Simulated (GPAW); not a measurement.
The system is ZnS.

```xyz
2
Lattice="0.0000 2.7020 2.7020 2.7020 0.0000 2.7020 2.7020 2.7020 0.0000" Properties=species:S:1:pos:R:3 pbc="T T T"
Zn    4.0530    4.0530    4.0530
S     0.0000    0.0000    0.0000
```

Base run:

- Program: GPAW 26.7.0
- Functional: GLLB-SC
- Potentials or basis: the program's PAW data sets (release 1.2.1) made for this functional
- Cutoff: 600 eV
- Basis: pw
- k mesh: 7 × 7 × 7
- Occupations: fermi-dirac, width 0.05 eV
- Spin: no spin polarisation

Its results: band gap on the k mesh with the derivative discontinuity 3.59 eV.

Task: The run is repeated on the same cell with these changes: functional from GLLB-SC to r2SCAN; potentials or basis from the program's PAW data sets (release 1.2.1) made for this functional to GPAW PAW data sets (gpaw-data 1.2.1). What comes out?

Result: Band gap on the k mesh 2.67 eV, direct.

Caveats: the GLLB-SC gap is the Kohn-Sham gap of the path plus the derivative discontinuity (some runs); a model potential gives levels but no total energy (some runs).
